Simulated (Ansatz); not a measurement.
# Ge (Fd-3m) in Ansatz: settings compared

The runs below take Ge through band structure, single point, equation of state, with BLYP, r2SCAN.

Everything below comes from runs of Ansatz 0.2.0. Logs are shortened: lines on timing, memory, paths and dates and some standing lists are left out, and cuts for length are marked.

**Experimental background.**

“Electronic and optical properties of SixGe1-x-ySny alloys lattice-matched to Ge”, 2021, arxiv:2109.02782 reports, for a bulk crystal of Ge at 300 K: band gap 0.807 eV (direct).

From “Sub-monolayer structures of Ag overlayers on Ge(111): experimental observations and first-principles study”, 2019, arxiv:1908.00180, for a bulk crystal of Ge: bulk modulus 75.8 GPa.

How close the calculation comes is told below.

### 1 Starting point

It takes space group Fd-3m (No. 227, cubic). The conventional cell has a = 5.658 Å, b = 5.658 Å, c = 5.658 Å, α = 90.00°, β = 90.00°, γ = 90.00°. Around Ge (site symmetry -43m) lie 4 Ge at 2.45 Å.

### 2 Band structure, BLYP

Input file input.yaml:

```yaml
crystal:
  lattice:
    - [0.0, 2.82891, 2.82891]
    - [2.82891, 0.0, 2.82891]
    - [2.82891, 2.82891, 0.0]
  atoms:
    - { symbol: Ge, position: [0.75, 0.75, 0.75] }
    - { symbol: Ge, position: [0.5, 0.5, 0.5] }
hamiltonian:
  xc: blyp
  pseudopotentials: { kind: paw }
kpoints:
  mp_grid: { grid: [8, 8, 8] }
  band_path:
    path:
      - [[0.0, 0.0, 0.0], [0.5, 0.0, 0.5], [0.5, 0.25, 0.75], [0.375, 0.375, 0.75], [0.0, 0.0, 0.0], [0.5, 0.5, 0.5], [0.625, 0.25, 0.625], [0.5, 0.25, 0.75], [0.5, 0.5, 0.5], [0.375, 0.375, 0.75]]
      - [[0.625, 0.25, 0.625], [0.5, 0.0, 0.5]]
    npoints: 14
scf:
  occupations: { method: fermi_dirac, width: 0.05 }
  n_extra_bands: 6
output:
  forces: true
  stress: true
  eigenvalues: true
  fatbands: false
```

Potentials or basis: Ansatz PAW.

Launch:

```console
> ansatz run input.yaml --threads 2 --pin off --max-ram 5120MiB --backend cpu --events-out ev --progress --plain --runs-dir out
```

Log:

```text
Warning: RAYON_NUM_THREADS=2 ignored (pool sized by the plan → 2); use --threads N
scf.n_extra_bands = 6 over 14 filled bands (N_el = 28.0): the run solves 20 bands
Engine: ansatz 0.2.0, aarch64-unknown-linux-gnu
Pseudopotentials: kind: paw
Pseudopotential: Ge, paw, valence charge 14, recommended cutoff 420 eV (normal), Ge.paw.azcp
Functional definition: BLYP
  parameter beta = 0.0042
  parameter a = 0.04918
  parameter b = 0.132
  parameter c = 0.2533
  parameter d = 0.349
  exchange = b88_x(beta = beta)
  correlation = lyp_c(a = a, b = b, c = c, d = d)
Crystal: 2 atoms, lattice volume = 45.278 Å³
Basis set: ecut = 420 eV, 893 PW (Γ), exchange–correlation on 54×54×54 points (8 copies of the dense FFT grid, shifted against one another)
Bands: 20, of which v1, the nominal top of the filled ones, is band 14 counted from 1 (13 counted from 0)
Symmetry: 48 space group operations
Space group: Fd-3m (ITA 227), of the structure as read, at distance tolerance 3.6e-5 Å
k-points: 29 of 512
Non-local potential: Ge, projectors of the file, l = 0: 2, l = 1: 2, l = 2: 3, l = 3: 1
PAW form: soft (Blöchl's): semilocal exchange-correlation on the pseudo side does not see the compensation charge
PAW frozen core: Ge, regenerated for the run's functional, and the local potential with it (the file was generated under x = pbe(κ = 0.804, μ = 0.2195149727645171), c = pbe(β = 0.06672455060314922))
PAW one-centre angular grid: Ge, 590 points (default); XC on 64 Gauss nodes
Initial density: superposition of atomic densities (neutral atoms: chi_scale 0, normalization atom), corrected by the library's trained network
Initial wavefunctions: pseudopotential atomic-orbital guess
Functional: x = b88, c = lyp
SCF iter   1: F=—  HF=-8610.327976 eV  |F-HF|=—  |Δ(HF+E_count)|=         —  Δρ=5.70e-3  dr2=1.41e-2  ethr=1.77e-3  ⟨swp⟩=6.0  Hψ=2794  notcnv=0  defer=1
preconditioner: auto → none  [insulator: Δε(μ)=0.178 eV  Ē_g=25.401 eV  σ=0.050 eV  W_gap=0.57  n_scr=14 (ndim 8)  ℏωp=29.2 eV  f_vac=0.074  D(μ)=0.07/eV (n_scr^D=0)  ε∞_Penn≈2.3]
SCF iter   2: F=—  HF=-8610.322539 eV  |F-HF|=—  |Δ(HF+E_count)|=   5.44e-3  Δρ=2.96e-3  dr2=1.78e-3  ethr=5.02e-5  ⟨swp⟩=2.4  Hψ=1011  notcnv=0  defer=36
SCF iter   3: F=—  HF=-8610.322048 eV  |F-HF|=—  |Δ(HF+E_count)|=   4.91e-4  Δρ=6.37e-4  dr2=1.54e-4  ethr=6.36e-6  ⟨swp⟩=2.0  Hψ=901  notcnv=0  defer=36
SCF iter   4: F=—  HF=-8610.321854 eV  |F-HF|=—  |Δ(HF+E_count)|=   1.94e-4  Δρ=2.08e-4  dr2=1.21e-5  ethr=5.48e-7  ⟨swp⟩=2.0  Hψ=946  notcnv=0  defer=36
SCF iter   5: F=—  HF=-8610.321845 eV  |F-HF|=—  |Δ(HF+E_count)|=   8.51e-6  Δρ=1.06e-4  dr2=1.92e-6  ethr=4.32e-8  ⟨swp⟩=2.0  Hψ=946  notcnv=0  defer=36
SCF iter   6: F=—  HF=-8610.321843 eV  |F-HF|=—  |Δ(HF+E_count)|=   2.04e-6  Δρ=3.79e-5  dr2=2.55e-7  ethr=6.85e-9  ⟨swp⟩=2.0  Hψ=829  notcnv=0  defer=36
SCF iter   7: F=-8610.321843 eV  HF=-8610.321843 eV  |F-HF|=4.26e-9  |Δ(HF+E_count)|=   2.62e-7  Δρ=3.89e-6  dr2=2.16e-9  ethr=3.57e-10  ⟨swp⟩=7.9  Hψ=2556  notcnv=0
SCF 1 converged in 7 iterations: F = -8610.321843 eV  dr2 = 2.16e-9
NSCF: frozen V_eff on 142 k-points
SCF converged after 7 iterations
Free energy (F): -8610.321843 eV
Harris-Foulkes:  -8610.321843 eV  (|F-HF|=4.26e-9)
Internal energy: -8610.321167 eV  (E = F + TS)
E sigma→0 (E₀):  -8610.321505 eV
Entropy (-TS):   -0.000676 eV (-0.338 meV/atom)
Fermi energy:    9.001353 eV
--- Per-component energies (eV) ---
  E_band       = -288.254509
  E_kinetic    = 224.813566
  E_local      = -4938.021181  (includes V_loc(G=0)·N_el)
  E_nonlocal   = 828.645042
  E_hartree    = 2173.545265
  E_xc         = -149.466613
  E_vxc        = -126.323208  (∫ρ·V_xc dr)
  E_paw        = -4062.924527  (= ΣΔE_a)
  E_vpaw       = -624.462707  (= ΣTr[D̂ρ^β])
  E_aug_tail   = 0.000652  (compensation charges beyond the density's cutoff)
  E_ewald      = -2687.134708
  E_core_change = 0.221336  (= ΣΔE_core)
  E_smearing   = -0.000676  (= −TS)
  E_closure    = 0.000000  (closes the sum)
  Σ components = -8610.321843   (vs F -8610.321843, Δ=0.00e0)
--- Forces (eV/Å), atoms counted from 1 ---
  atom   1  Ge    -0.00000000     0.00000000     0.00000000
  atom   2  Ge    -0.00000000    -0.00000000     0.00000000
  max |Σ_I F_I| component: 2.78e-17 eV/Å
--- Stress (GPa, compression-positive) ---
        7.314452      -0.000000      -0.000000
       -0.000000       7.314452       0.000000
       -0.000000      -0.000000       7.314452
  P = ⅓ Tr σ = 7.3145 GPa (73.145 kbar)
--- Band table (eV; the first three rows and the last of 29) ---
  k-point 0: bands = ["-15.8848", "-15.8848", "-15.8848", "-15.8475", "-15.8475", "-15.6364", "-15.6364", "-15.6364", "-15.6233", "-15.6233", "-3.8032", "8.7789", "8.9852", "8.9852", "8.9852", "11.5655", "11.5655", "11.5655", "15.6912", "18.5945"]
  k-point 1: bands = ["-15.8928", "-15.8928", "-15.8822", "-15.8362", "-15.8362", "-15.6485", "-15.6485", "-15.6394", "-15.6130", "-15.6130", "-3.6147", "6.5542", "8.6554", "8.6554", "9.9330", "12.0068", "12.0068", "12.4740", "16.5773", "17.7391"]
  k-point 2: bands = ["-15.9029", "-15.9029", "-15.8760", "-15.8190", "-15.8190", "-15.6623", "-15.6623", "-15.6467", "-15.6027", "-15.6027", "-3.0685", "4.2271", "8.1122", "8.1122", "9.6116", "12.6461", "12.6461", "14.6017", "17.2755", "17.4898"]
  k-point 28: bands = ["-15.9325", "-15.9325", "-15.7899", "-15.7899", "-15.7405", "-15.7405", "-15.7085", "-15.7085", "-15.5697", "-15.5697", "0.1344", "0.1344", "5.1665", "5.1665", "13.2879", "13.2879", "13.8542", "13.8542", "20.0138", "20.0138"]
```

Wall time 2.1 s (2 threads of Arm Neoverse V1, shared host); peak memory 0.31 GiB.

Results:

| Property | Result |
| --- | --- |
| Free energy | -8610.3218 eV |
| Pressure | 7.3 GPa |
| Band gap on the k mesh | none (metal or under the smearing width) |

Levels at the corners of the path, in eV from the Fermi level:
```tsv
point	band 12	band 13	band 14	band 15	band 16	band 17
Γ	-0.22	-0.02	-0.02	-0.02	2.56	2.56
X	-8.96	-3.05	-3.05	0.87	0.87	9.39
W	-8.87	-3.83	-3.83	4.29	4.29	4.85
K	-8.37	-4.26	-2.61	1.26	4.13	7.17
Γ	-0.22	-0.02	-0.02	-0.02	2.56	2.56
L	-7.61	-1.41	-1.41	0.14	3.81	3.81
U	-8.37	-4.26	-2.61	1.26	4.13	7.17
W	-8.87	-3.83	-3.83	4.29	4.29	4.85
L	-7.61	-1.41	-1.41	0.14	3.81	3.81
K	-8.37	-4.26	-2.61	1.26	4.13	7.17
U	-8.37	-4.26	-2.61	1.26	4.13	7.17
X	-8.96	-3.05	-3.05	0.87	0.87	9.39
```

Caveat: the PAW data sets come from PBE, with cores solved anew for the run's functional, which leaves a small shift of forces and pressure; this crystal is a semiconductor, whose small gap the functional closes, so the metal is an error of the method.

### 3 Single point, r2SCAN, 21.28 Å³/atom (volume scaled by 0.94)

Input file input.yaml:

```yaml
crystal:
  lattice:
    - [0.0, 2.7711609388, 2.7711609388]
    - [2.7711609388, 0.0, 2.7711609388]
    - [2.7711609388, 2.7711609388, 0.0]
  atoms:
    - { symbol: Ge, position: [0.75, 0.75, 0.75] }
    - { symbol: Ge, position: [0.5, 0.5, 0.5] }
hamiltonian:
  xc: r2scan
  pseudopotentials: { kind: paw }
kpoints:
  mp_grid: { grid: [8, 8, 8] }
scf:
  occupations: { method: fermi_dirac, width: 0.05 }
output:
  forces: true
  stress: true
  eigenvalues: true
```

Potentials or basis: Ansatz PAW.

Launch:

```console
> ansatz run input.yaml --threads 2 --pin off --max-ram 5120MiB --backend cpu --events-out ev --progress --plain --runs-dir out
```

Log:

```text
Warning: RAYON_NUM_THREADS=2 ignored (pool sized by the plan → 2); use --threads N
Engine: ansatz 0.2.0, aarch64-unknown-linux-gnu
Pseudopotentials: kind: paw
Pseudopotential: Ge, paw, valence charge 14, recommended cutoff 500 eV (meta_gga), Ge.paw.azcp
Functional definition: r2SCAN
  parameter k0 = 0.174
  parameter k1 = 0.065
  parameter a1 = 4.9479
  exchange = r2scan_x(k0 = k0, k1 = k1, a1 = a1)
  correlation = r2scan_c
Crystal: 2 atoms, lattice volume = 42.561 Å³
Basis set: ecut = 500 eV, 1067 PW (Γ), exchange–correlation on 120×120×120 points (64 copies of the dense FFT grid, shifted against one another)
Bands: 18, of which v1, the nominal top of the filled ones, is band 14 counted from 1 (13 counted from 0)
Symmetry: 48 space group operations
Space group: Fd-3m (ITA 227), of the structure as read, at distance tolerance 3.5e-5 Å
k-points: 29 of 512
Non-local potential: Ge, projectors of the file, l = 0: 2, l = 1: 2, l = 2: 3, l = 3: 1
PAW form: soft (Blöchl's): semilocal exchange-correlation on the pseudo side does not see the compensation charge
PAW frozen core: Ge, regenerated for the run's functional (the file was generated under x = pbe(κ = 0.804, μ = 0.2195149727645171), c = pbe(β = 0.06672455060314922))
PAW one-centre angular grid: Ge, 590 points (default); XC on 160 Gauss nodes
Initial density: superposition of atomic densities (neutral atoms: chi_scale 0, normalization atom), corrected by the library's trained network
Initial wavefunctions: pseudopotential atomic-orbital guess
Functional: x = r2scan, c = r2scan; τ floored in thin density (d = 2e-4 eV/Å³)
[... 10 lines left out ...]
Free energy (F): -8605.751528 eV
Harris-Foulkes:  -8605.751528 eV  (|F-HF|=1.04e-9)
Internal energy: -8605.751511 eV  (E = F + TS)
E sigma→0 (E₀):  -8605.751520 eV
Entropy (-TS):   -0.000017 eV (-0.008 meV/atom)
Fermi energy:    9.549856 eV
--- Per-component energies (eV) ---
  E_band       = -297.074159
  E_kinetic    = 224.169756
  E_local      = -4854.752505  (includes V_loc(G=0)·N_el)
  E_nonlocal   = 840.976612
  E_hartree    = 2137.229588
  E_xc         = -139.290945
  E_vxc        = -137.296313  (∫ρ·V_xc dr)
  E_paw        = -4068.779794  (= ΣΔE_a)
  E_vpaw       = -652.287625  (= ΣTr[D̂ρ^β])
  E_aug_tail   = 0.000029  (compensation charges beyond the density's cutoff)
  E_vtau       = 7.655231  (kinetic-family band-sum trace: ∫τ·v_τ [+ j·A + Jᵃ·Aᵃ] dr)
  E_ewald      = -2743.132721
  E_core_change = -2.171532  (= ΣΔE_core)
  E_smearing   = -0.000017  (= −TS)
  E_closure    = 0.000000  (closes the sum)
  Σ components = -8605.751528   (vs F -8605.751528, Δ=0.00e0)
--- Forces (eV/Å), atoms counted from 1 ---
  atom   1  Ge     0.00000000     0.00000000     0.00000000
  atom   2  Ge     0.00000000    -0.00000000     0.00000000
  max |Σ_I F_I| component: 8.33e-17 eV/Å
--- Stress (GPa, compression-positive) ---
        5.938234      -0.000000       0.000000
        0.000000       5.938234       0.000000
        0.000000      -0.000000       5.938234
  P = ⅓ Tr σ = 5.9382 GPa (59.382 kbar)
--- Band table (eV; the first three rows and the last of 29) ---
  k-point 0: bands = ["-16.2823", "-16.2823", "-16.2823", "-16.2377", "-16.2377", "-15.9801", "-15.9801", "-15.9801", "-15.9539", "-15.9539", "-4.5719", "9.2335", "9.2335", "9.2335", "10.2951", "11.9798", "11.9798", "11.9798"]
  k-point 1: bands = ["-16.2924", "-16.2924", "-16.2793", "-16.2232", "-16.2232", "-15.9916", "-15.9916", "-15.9837", "-15.9447", "-15.9447", "-4.3601", "6.9470", "8.8509", "8.8509", "10.8856", "12.4874", "12.4874", "13.2754"]
  k-point 2: bands = ["-16.3047", "-16.3047", "-16.2720", "-16.2017", "-16.2017", "-16.0065", "-16.0065", "-15.9926", "-15.9339", "-15.9339", "-3.7438", "4.2979", "8.2333", "8.2333", "10.4286", "13.1815", "13.1815", "15.7459"]
  k-point 28: bands = ["-16.3406", "-16.3406", "-16.1675", "-16.1675", "-16.1035", "-16.1035", "-16.0631", "-16.0631", "-15.8940", "-15.8940", "-0.1092", "-0.1092", "4.8653", "4.8653", "14.1967", "14.1967", "14.3415", "14.3415"]
```

It took 1.8 s on 2 threads of Arm Neoverse V1, shared host; peak memory 0.42 GiB.

Results:

* Free energy: -8605.7515 eV
* Pressure: 5.9 GPa
* Band gap on the k mesh: 0.68 eV, indirect (least direct gap 1.06 eV)

Caveat: the PAW data sets come from PBE, with cores solved anew for the run's functional, which leaves a small shift of forces and pressure.

### 4 Single point, r2SCAN, 21.73 Å³/atom (volume scaled by 0.96)

Changes to input.yaml since step 3:

```diff
@@ -2,5 +2,5 @@
   lattice:
-    - [0.0, 2.7711609388, 2.7711609388]
-    - [2.7711609388, 0.0, 2.7711609388]
-    - [2.7711609388, 2.7711609388, 0.0]
+    - [0.0, 2.7906767997, 2.7906767997]
+    - [2.7906767997, 0.0, 2.7906767997]
+    - [2.7906767997, 2.7906767997, 0.0]
   atoms:
@@ -19 +19,5 @@
   eigenvalues: true
+  write_density: true
+  write_potential: true
+  elf: true
+  volumetric_format: npy
```

Launch:

```console
> ansatz run input.yaml --threads 2 --pin off --max-ram 5120MiB --backend cpu --events-out ev --progress --plain --runs-dir out
```

Wall time 2.2 s (2 threads of Arm Neoverse V1, shared host); peak memory 0.42 GiB.

It converged, with:

- Free energy: -8605.7794 eV
- Pressure: 4.0 GPa
- Band gap on the k mesh: 0.61 eV, indirect (least direct gap 0.85 eV)

Caveat: the PAW data sets come from PBE, with cores solved anew for the run's functional, which leaves a small shift of forces and pressure.

### 5 Single point, r2SCAN, 22.19 Å³/atom (volume scaled by 0.98)

Input file input.yaml:

```yaml
crystal:
  lattice:
    - [0.0, 2.8099234548, 2.8099234548]
    - [2.8099234548, 0.0, 2.8099234548]
    - [2.8099234548, 2.8099234548, 0.0]
  atoms:
    - { symbol: Ge, position: [0.75, 0.75, 0.75] }
    - { symbol: Ge, position: [0.5, 0.5, 0.5] }
hamiltonian:
  xc: r2scan
  pseudopotentials: { kind: paw }
kpoints:
  mp_grid: { grid: [8, 8, 8] }
scf:
  occupations: { method: fermi_dirac, width: 0.05 }
output:
  forces: true
  stress: true
  eigenvalues: true
```

Launch:

```console
> ansatz run input.yaml --threads 2 --pin off --max-ram 5120MiB --backend cpu --events-out ev --progress --plain --runs-dir out
```

Run time: 1.8 s. Hardware: 2 threads of Arm Neoverse V1, shared host; peak memory 0.42 GiB.

The run converged. Its results:

```
Free energy            : -8605.7967 eV
Pressure               : 2.2 GPa
Band gap on the k mesh : 0.53 eV, indirect (least direct gap 0.64 eV)
```

Caveat: the PAW data sets come from PBE, with cores solved anew for the run's functional, which leaves a small shift of forces and pressure.

### 6 Single point, r2SCAN, 22.64 Å³/atom

Changes to input.yaml since step 5:

```diff
@@ -2,5 +2,5 @@
   lattice:
-    - [0.0, 2.8099234548, 2.8099234548]
-    - [2.8099234548, 0.0, 2.8099234548]
-    - [2.8099234548, 2.8099234548, 0.0]
+    - [0.0, 2.82891, 2.82891]
+    - [2.82891, 0.0, 2.82891]
+    - [2.82891, 2.82891, 0.0]
   atoms:
@@ -19 +19,5 @@
   eigenvalues: true
+  write_density: true
+  write_potential: true
+  elf: true
+  volumetric_format: npy
```

Potentials or basis: Ansatz PAW.

Launch:

```console
> ansatz run input.yaml --threads 2 --pin off --max-ram 5120MiB --backend cpu --events-out ev --progress --plain --runs-dir out
```

Run time: 2.1 s. Hardware: 2 threads of Arm Neoverse V1, shared host; peak memory 0.42 GiB.

It converged, with:

* Free energy: -8605.8045 eV
* Pressure: 0.6 GPa
* Band gap on the k mesh: 0.44 eV, direct

Caveat: the PAW data sets come from PBE, with cores solved anew for the run's functional, which leaves a small shift of forces and pressure.

### 7 Single point, r2SCAN, 23.09 Å³/atom (volume scaled by 1.02)

Input file input.yaml:

```yaml
crystal:
  lattice:
    - [0.0, 2.8476450493, 2.8476450493]
    - [2.8476450493, 0.0, 2.8476450493]
    - [2.8476450493, 2.8476450493, 0.0]
  atoms:
    - { symbol: Ge, position: [0.75, 0.75, 0.75] }
    - { symbol: Ge, position: [0.5, 0.5, 0.5] }
hamiltonian:
  xc: r2scan
  pseudopotentials: { kind: paw }
kpoints:
  mp_grid: { grid: [8, 8, 8] }
scf:
  occupations: { method: fermi_dirac, width: 0.05 }
output:
  forces: true
  stress: true
  eigenvalues: true
```

Launch:

```console
> ansatz run input.yaml --threads 2 --pin off --max-ram 5120MiB --backend cpu --events-out ev --progress --plain --runs-dir out
```

Wall time 1.8 s (2 threads of Arm Neoverse V1, shared host); peak memory 0.42 GiB.

It converged, with:

```
Free energy            : -8605.8039 eV
Pressure               : -0.8 GPa
Band gap on the k mesh : 0.25 eV, direct
```

Caveat: the PAW data sets come from PBE, with cores solved anew for the run's functional, which leaves a small shift of forces and pressure.

### 8 Single point, r2SCAN, 23.54 Å³/atom (volume scaled by 1.04)

Changes to input.yaml since step 7:

```diff
@@ -2,5 +2,5 @@
   lattice:
-    - [0.0, 2.8476450493, 2.8476450493]
-    - [2.8476450493, 0.0, 2.8476450493]
-    - [2.8476450493, 2.8476450493, 0.0]
+    - [0.0, 2.8661367691, 2.8661367691]
+    - [2.8661367691, 0.0, 2.8661367691]
+    - [2.8661367691, 2.8661367691, 0.0]
   atoms:
@@ -19 +19,5 @@
   eigenvalues: true
+  write_density: true
+  write_potential: true
+  elf: true
+  volumetric_format: npy
```

Launch:

```console
> ansatz run input.yaml --threads 2 --pin off --max-ram 5120MiB --backend cpu --events-out ev --progress --plain --runs-dir out
```

It took 2.5 s on 2 threads of Arm Neoverse V1, shared host; peak memory 0.43 GiB.

Results (log left out):

```yaml
Free_energy: -8605.7960 eV
Pressure: -2.0 GPa
Band_gap_on_the_k_mesh: none (metal or under the smearing width)
```

Caveat: the PAW data sets come from PBE, with cores solved anew for the run's functional, which leaves a small shift of forces and pressure.

### 9 Single point, r2SCAN, 24.00 Å³/atom (volume scaled by 1.06)

Changes to input.yaml since step 8:

```diff
@@ -2,5 +2,5 @@
   lattice:
-    - [0.0, 2.8661367691, 2.8661367691]
-    - [2.8661367691, 0.0, 2.8661367691]
-    - [2.8661367691, 2.8661367691, 0.0]
+    - [0.0, 2.8843929095, 2.8843929095]
+    - [2.8843929095, 0.0, 2.8843929095]
+    - [2.8843929095, 2.8843929095, 0.0]
   atoms:
```

Potentials or basis: Ansatz PAW.

Launch:

```console
> ansatz run input.yaml --threads 2 --pin off --max-ram 5120MiB --backend cpu --events-out ev --progress --plain --runs-dir out
```

Run time: 2.5 s. Hardware: 2 threads of Arm Neoverse V1, shared host; peak memory 0.43 GiB.

Results (log left out):

```
Free energy            : -8605.7816 eV
Pressure               : -3.1 GPa
Band gap on the k mesh : none (metal or under the smearing width)
```

Caveat: the PAW data sets come from PBE, with cores solved anew for the run's functional, which leaves a small shift of forces and pressure.

### 10 Equation of state, r2SCAN

No new run: the results of the series are fitted here.

Results:

- Equilibrium volume: 22.83 Å³/atom
- Bulk modulus: 70 GPa
- Pressure derivative of the bulk modulus: 5.3 (rough: it moves with the points fitted)

Energy against volume, from the lowest point:
| volume (Å³/atom) | energy (meV/atom) |
| --- | --- |
| 21.281 | 26.48 |
| 21.733 | 12.54 |
| 22.186 | 3.92 |
| 22.639 | 0.00 |
| 23.092 | 0.29 |
| 23.545 | 4.27 |
| 23.997 | 11.42 |

Caveat: the PAW data sets were made with another functional, which shifts forces and pressure a little.

### 11 Comparison with measurements

Step 2. Against the measured gap of Ge, 0.807 eV (direct; 300 K; “Electronic and optical properties of SixGe1-x-ySny alloys lattice-matched to Ge”, 2021, arxiv:2109.02782), the calculated 0.00 eV is off by -0.81 eV. 3 values of this kind are on record (0.666 to 0.807 eV); this one was drawn at random among those near their median. Spin-orbit coupling on Ge is left out. The value is that of BLYP on a finite k mesh, which can miss the band edges, without temperature or zero-point motion. Semilocal functionals fall short of measured gaps as a rule.

Step 10. Measured bulk modulus of Ge: 75.8 GPa (quoted in “Sub-monolayer structures of Ag overlayers on Ge(111): experimental observations and first-principles study”, 2019, arxiv:1908.00180). This calculation gives 70 GPa (-7.1 %). The fit is for a static lattice scaled at fixed shape and fixed fractional positions. The cell as given is a measured one (22.64 Å³/atom); r2SCAN puts the equilibrium volume +0.9 % from it, thermal expansion not counted.
